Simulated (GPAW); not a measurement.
# PbS (Pm-3m) in GPAW: further runs

Aim: see how the results for PbS move with the level of theory and the settings. Levels: PBEsol, r2SCAN. Tasks: band structure, equation of state.

Program: GPAW 26.7.0. These are calculated values, not measurements. Logs are shortened: lines on timing, memory, paths and dates and some standing lists are left out, and cuts for length are marked. The log counts tension as positive stress, the text compression.

**1. The crystal as given**

The structure is cubic, space group Pm-3m (No. 221). Conventional cell: a = 3.654 Å, b = 3.654 Å, c = 3.654 Å, α = 90.00°, β = 90.00°, γ = 90.00°. Pb (site symmetry m-3m) has 8 S at 3.16 Å as nearest neighbours. S (site symmetry m-3m) is surrounded by 8 Pb at 3.16 Å.

Measurements of this composition are mostly on another form, of space group No. 225.

**2. Band structure, PBEsol**

File run.py:

```python
from ase import Atoms
from ase.dft.bandgap import bandgap
from ase.io import write
from ase.units import GPa
from gpaw import GPAW, PW, setup_paths

setup_paths.insert(0, '.')

atoms = Atoms(['Pb', 'S'],
              cell=[[3.653659, 0.0, 0.0],
                    [0.0, 3.653659, 0.0],
                    [0.0, 0.0, 3.653659]],
              scaled_positions=[[0.0, 0.0, 0.0],
                                [0.5, 0.5, 0.5]],
              pbc=True)

calc = GPAW(mode=PW(600),
            xc='PBEsol',
            kpts={'size': (7, 7, 7), 'gamma': True},
            occupations={'name': 'fermi-dirac', 'width': 0.05},
            nbands=19,
            convergence={'density': 1e-05, 'energy': 1e-05},
            maxiter=150,
            txt='gpaw.txt')
atoms.calc = calc
energy = atoms.get_potential_energy()
forces = atoms.get_forces()
stress = atoms.get_stress()
calc.write('gs.gpw')
write('result.traj', atoms)
print(f'Energy: {energy:.6f} eV')
print('Forces (eV/A):')
print(forces.round(4))
print('Stress (GPa):', (stress / GPa).round(3))
print('Fermi level:', round(calc.get_fermi_level(), 4), 'eV')
print(f'Gap: {bandgap(calc)[0]:.4f} eV, direct: {bandgap(calc, direct=True)[0]:.4f} eV')

path = atoms.cell.bandpath('GXMGRX,MR', npoints=60, eps=1e-4)
bs_calc = calc.fixed_density(kpts=path, symmetry='off', nbands=30,
                             convergence={'bands': 'CBM+6.0', 'eigenstates': 1e-6}, txt='bands.txt')
bs = bs_calc.band_structure()
bs.write('bs.json')
print(f'Gap on the path: {bandgap(bs_calc)[0]:.4f} eV')
```

Potentials or basis: PAW data sets generated in the run's folder for this functional, pw.

Run with:

```console
$ gpaw-setup -f PBEsol Pb S
$ OMP_NUM_THREADS=1 python run.py
```

gpaw.txt:

```text
__  _  _
 | _ |_)|_||  |
 |__||  | ||/\| - 26.7.0

Input parameters:
  mode=PW(ecut=600.0),
  convergence={'density': 1e-05, 'energy': 1e-05},
  kpts=MonkhorstPack(size=(7, 7, 7), gamma=True),
  maxiter=150,
  nbands=19,
  occupations=Occupations(name='fermi-dirac', width=0.05),
  xc=XC(name='PBEsol')

Diagonalizing LCAO Hamiltonian
Converting LCAO to pw mode
   .--------.
  /|        |
 * |        |
 | |   S    |
 | .--------.
 |/        /
 Pb-------*

Atoms  # Å, Bohr magnetons
|   | symbol |        x |        y |        z |    initial magnetic moments |
|---|--------|----------|----------|----------|-----------------------------|
| 0 |     Pb | 0.000000 | 0.000000 | 0.000000 | ( 0.0000,  0.0000,  0.0000) |
| 1 |      S | 1.826830 | 1.826830 | 1.826830 | ( 0.0000,  0.0000,  0.0000) |

Unit cell  # Å
| periodic |        x |        y |        z |  lengths |    angles |
|----------|----------|----------|----------|----------|-----------|
|      yes | 3.653659 | 0.000000 | 0.000000 | 3.653659 | 90.000000 |
|      yes | 0.000000 | 3.653659 | 0.000000 | 3.653659 | 90.000000 |
|      yes | 0.000000 | 0.000000 | 3.653659 | 3.653659 | 90.000000 |

Number of symmetries: 48
Symmetry operations  # r_c * U_cc + t_c -> r_c
|    | kind |            matrix            |
|----|------|------------------------------|
|  0 |  E   |  1, 0, 0,  0, 1, 0,  0, 0, 1 |
|  1 |  σ   |  1, 0, 0,  0, 1, 0,  0, 0,-1 |
|  2 |  σ   |  1, 0, 0,  0, 0, 1,  0, 1, 0 |
|  3 |  C4  |  1, 0, 0,  0, 0, 1,  0,-1, 0 |
|  4 |  C4  |  1, 0, 0,  0, 0,-1,  0, 1, 0 |
|  5 |  σ   |  1, 0, 0,  0, 0,-1,  0,-1, 0 |
|  6 |  σ   |  1, 0, 0,  0,-1, 0,  0, 0, 1 |
|  7 |  C2  |  1, 0, 0,  0,-1, 0,  0, 0,-1 |
|  8 |  σ   |  0, 1, 0,  1, 0, 0,  0, 0, 1 |
|  9 |  C2  |  0, 1, 0,  1, 0, 0,  0, 0,-1 |
| 10 |  C3  |  0, 1, 0,  0, 0, 1,  1, 0, 0 |
| 11 |  S6  |  0, 1, 0,  0, 0, 1, -1, 0, 0 |
| 12 |  S6  |  0, 1, 0,  0, 0,-1,  1, 0, 0 |
| 13 |  C3  |  0, 1, 0,  0, 0,-1, -1, 0, 0 |
| 14 |  C4  |  0, 1, 0, -1, 0, 0,  0, 0, 1 |
| 15 |  S4  |  0, 1, 0, -1, 0, 0,  0, 0,-1 |
| 16 |  C3  |  0, 0, 1,  1, 0, 0,  0, 1, 0 |
| 17 |  S6  |  0, 0, 1,  1, 0, 0,  0,-1, 0 |
| 18 |  σ   |  0, 0, 1,  0, 1, 0,  1, 0, 0 |
| 19 |  C4  |  0, 0, 1,  0, 1, 0, -1, 0, 0 |
| 20 |  C2  |  0, 0, 1,  0,-1, 0,  1, 0, 0 |
| 21 |  S4  |  0, 0, 1,  0,-1, 0, -1, 0, 0 |
| 22 |  S6  |  0, 0, 1, -1, 0, 0,  0, 1, 0 |
| 23 |  C3  |  0, 0, 1, -1, 0, 0,  0,-1, 0 |
| 24 |  S6  |  0, 0,-1,  1, 0, 0,  0, 1, 0 |
| 25 |  C3  |  0, 0,-1,  1, 0, 0,  0,-1, 0 |
| 26 |  C4  |  0, 0,-1,  0, 1, 0,  1, 0, 0 |
| 27 |  σ   |  0, 0,-1,  0, 1, 0, -1, 0, 0 |
| 28 |  S4  |  0, 0,-1,  0,-1, 0,  1, 0, 0 |
| 29 |  C2  |  0, 0,-1,  0,-1, 0, -1, 0, 0 |
| 30 |  C3  |  0, 0,-1, -1, 0, 0,  0, 1, 0 |
| 31 |  S6  |  0, 0,-1, -1, 0, 0,  0,-1, 0 |
| 32 |  C4  |  0,-1, 0,  1, 0, 0,  0, 0, 1 |
| 33 |  S4  |  0,-1, 0,  1, 0, 0,  0, 0,-1 |
| 34 |  S6  |  0,-1, 0,  0, 0, 1,  1, 0, 0 |
| 35 |  C3  |  0,-1, 0,  0, 0, 1, -1, 0, 0 |
| 36 |  C3  |  0,-1, 0,  0, 0,-1,  1, 0, 0 |
| 37 |  S6  |  0,-1, 0,  0, 0,-1, -1, 0, 0 |
| 38 |  σ   |  0,-1, 0, -1, 0, 0,  0, 0, 1 |
| 39 |  C2  |  0,-1, 0, -1, 0, 0,  0, 0,-1 |
| 40 |  σ   | -1, 0, 0,  0, 1, 0,  0, 0, 1 |
| 41 |  C2  | -1, 0, 0,  0, 1, 0,  0, 0,-1 |
| 42 |  C2  | -1, 0, 0,  0, 0, 1,  0, 1, 0 |
| 43 |  S4  | -1, 0, 0,  0, 0, 1,  0,-1, 0 |
| 44 |  S4  | -1, 0, 0,  0, 0,-1,  0, 1, 0 |
| 45 |  C2  | -1, 0, 0,  0, 0,-1,  0,-1, 0 |
| 46 |  C2  | -1, 0, 0,  0,-1, 0,  0, 0, 1 |
| 47 |  i   | -1, 0, 0,  0,-1, 0,  0, 0,-1 |

BZ-sampling:
  Number of BZ points: 343
  Number of IBZ points: 20

  Monkhorst-Pack size: [7, 7, 7]
  Monkhorst-Pack shift: [0, 0, 0]

K-points  # in reciprocal-cell coordinates
|     |                                coordinates |     weight |
|-----|--------------------------------------------|------------|
|   0 | (  0.00000000,   0.00000000,   0.00000000) | 0.00291545 |
|   1 | (  0.14285714,   0.00000000,   0.00000000) | 0.01749271 |
|   2 | (  0.14285714,   0.14285714,   0.00000000) | 0.03498542 |
|   3 | (  0.14285714,   0.14285714,   0.14285714) | 0.02332362 |
|   4 | (  0.28571429,   0.00000000,   0.00000000) | 0.01749271 |
|   5 | (  0.28571429,   0.14285714,   0.00000000) | 0.06997085 |
|   6 | (  0.28571429,   0.14285714,   0.14285714) | 0.06997085 |
|   7 | (  0.28571429,   0.28571429,   0.00000000) | 0.03498542 |
|   8 | (  0.28571429,   0.28571429,   0.14285714) | 0.06997085 |
|   9 | (  0.28571429,   0.28571429,   0.28571429) | 0.02332362 |
| ... |                                            |            |
|  19 | (  0.42857143,   0.42857143,   0.42857143) | 0.02332362 |

Plane wave coefficients: 1647
Cutoff: 600.0 eV

Spin-components: 1 (collinear spins)
Bands:           19
Projectors:      11
Spin-degeneracy: 2
Datatype:        complex128

Parallelization:
  kpt:    1
  domain: 1
  band:   1

Density:
  Valence electrons: 20.0
  Components: 1
  Grid points: [21 21 21]
  Charge: 0.0  # |e|

Potential:
  Grid points: [21 21 21]

species:
  Pb:
    name:    Lead
    Z:       82.0
    valence: 14
    core:    68
    charge:  0.0  # [|e|]
    compensation charges:
      type: gauss
      rc: 0.38  # [Å]
      lmax: 2
    cutoffs:
      filter: 2.36  # [Å]
      core: 2.43  # [Å]
    projectors
    | kind |    occ | energy [eV] | rcut [Å] |
    |------|--------|-------------|----------|
    |   6s |  2.000 |     -12.024 |    1.259 |
    |   6p |  2.000 |      -3.525 |    1.275 |
    |   5d | 10.000 |     -21.194 |    1.217 |
    |    s |        |      15.187 |    1.259 |
    |    p |        |      23.686 |    1.275 |
    |    d |        |       6.017 |    1.217 |

    Using partial waves for Pb as LCAO basis

  S:
    name:    Sulfur
    Z:       16.0
    valence: 6
    core:    10
    charge:  0.0  # [|e|]
    compensation charges:
      type: gauss
      rc: 0.24  # [Å]
      lmax: 2
    cutoffs:
      filter: 1.77  # [Å]
      core: 1.66  # [Å]
    projectors
    | kind |    occ | energy [eV] | rcut [Å] |
    |------|--------|-------------|----------|
    |   3s |  2.000 |     -17.192 |    0.974 |
    |   3p |  4.000 |      -6.978 |    0.979 |
    |    s |        |      10.020 |    0.974 |
    |    p |        |      20.234 |    0.979 |
    |    d |        |       0.000 |    0.900 |

    Using partial waves for S as LCAO basis

Reference energy: -577963.193590  # eV

eigensolver:
  PPCG
  Converge bands: occupied
  niter=2

density mixing:
  MSR1-Mixer
  Pratt-step length: 0.05
  Maximum mixing coefficient: 0.75
  Old densities: 10
  SVD Regularization: 0.005
  Good broyden scale: 1.0
  Trust region scale: 1.0
  Backstep threshold: 4.0
  History deletion threshold: 6.0
  Fourier metric: weight=20.0, sigma=0.015

occupation numbers:
  Fermi-Dirac:
    width: 0.0500  # eV

poisson solver:
  ecut: 4800.0  # eV

xc functional:
  name: PBEsol with 2 nearest neighbor stencil

convergence criteria:
- Maximum integral of absolute [dens]ity change: 1e-05 electrons / valence electron
- Maximum [total energy] change in last 3 cyles: 1e-05 eV / valence electron
- Maximum integral of absolute [eigenst]ate change: 4e-08 eV^2 / valence electron
maximum number of iterations: 150

SCF iterations
|iter     | |      energy | eigst |  dens |
|---------|-|-------------|-------|-------|
|iter:   1| |   -9.778026 | -0.13 |       |
|iter:   2| |   -9.634995 | -1.97 | -1.15 |
|iter:   3| |   -9.205550 | -1.61 | -1.20 |
|iter:   4| |   -9.199077 | -3.55 | -1.84 |
|iter:   5| |   -9.197313 | -4.17 | -2.13 |
|iter:   6| |   -9.197170 | -4.61 | -2.73 |
|iter:   7| |   -9.197143c| -6.02 | -3.37 |
|iter:   8| |   -9.197150c| -7.26 | -4.03 |
|iter:   9| |   -9.197149c| -7.61c| -4.63 |
|iter:  10| |   -9.197149c| -8.16c| -5.21c|

Converged in 10 steps
Energy contributions relative to reference atoms: (reference = -577963.193590)

Energy contributions:
  Kinetic:          10.956946
  Coulomb:         -11.927168
  Zero:              0.030665
  External:          0.000000
  Xc:               -8.252722
  Entropy:          -0.009739
  Spinorbit:         0.000000
  ----------------------------
  Free energy:      -9.202019
  Extrapolated:     -9.197149

dipole moment: (-15.446518, -15.446518, -15.446518)  # |e|*Ang

Fermi level: 6.327
Eigenvalues  # (at kpt = [0.000, 0.000, 0.000])
| band index |      eig [eV] | occ [0-2] |
|------------|---------------|-----------|
|          0 |       -10.388 |     2.000 |
|        ... |               |           |
|          2 |       -10.184 |     2.000 |
|          3 |       -10.184 |     2.000 |
|          4 |       -10.184 |     2.000 |
|          5 |        -6.726 |     2.000 |
|          6 |        -0.267 |     2.000 |
|          7 |         4.798 |     2.000 |
[... 9 lines left out ...]
|         17 |        19.000 |     0.000 |
|         18 |        19.062 |     0.000 |

No gap
No difference between direct/indirect transitions

Forces  # eV/Ang
|       x |       y |        z |
|---------|---------|----------|
| 0.00000 | 0.00000 | -0.00000 |  # Pb   0
| 0.00000 | 0.00000 |  0.00000 |  # S    1

Stress tensor  # eV/Ang^3
|         x |         y |        z |
|-----------|-----------|----------|
|  0.023657 | -0.000000 | 0.000000 |
| -0.000000 |  0.023657 | 0.000000 |
|  0.000000 |  0.000000 | 0.023657 |

# Writing to gs.gpw (mode='')
```

Run time: 36 s. Hardware: 1 thread of Arm Neoverse V2, shared host; peak memory 0.23 GiB.

Results:

* Free energy: -9.2020 eV
* Pressure: -3.8 GPa
* Band gap along the path: none (metal or under the smearing width)

Levels at the corners of the path, in eV from the Fermi level:
```csv
point,band 8,band 9,band 10,band 11,band 12,band 13
Γ,-1.53,-1.53,-1.53,5.45,5.45,6.55
X,-0.40,-0.40,-0.01,0.31,3.95,3.95
M,-4.40,-4.40,-0.20,4.22,4.22,5.94
Γ,-1.53,-1.53,-1.53,5.45,5.45,6.55
R,-2.32,-2.32,-2.32,-0.47,-0.47,-0.47
X,-0.40,-0.40,-0.01,0.31,3.95,3.95
M,-4.40,-4.40,-0.20,4.22,4.22,5.94
R,-2.32,-2.32,-2.32,-0.47,-0.47,-0.47
```

Caveat: spin-orbit coupling is left out, which moves the levels of the heavy elements.

(Continued in part 2 of 2.)
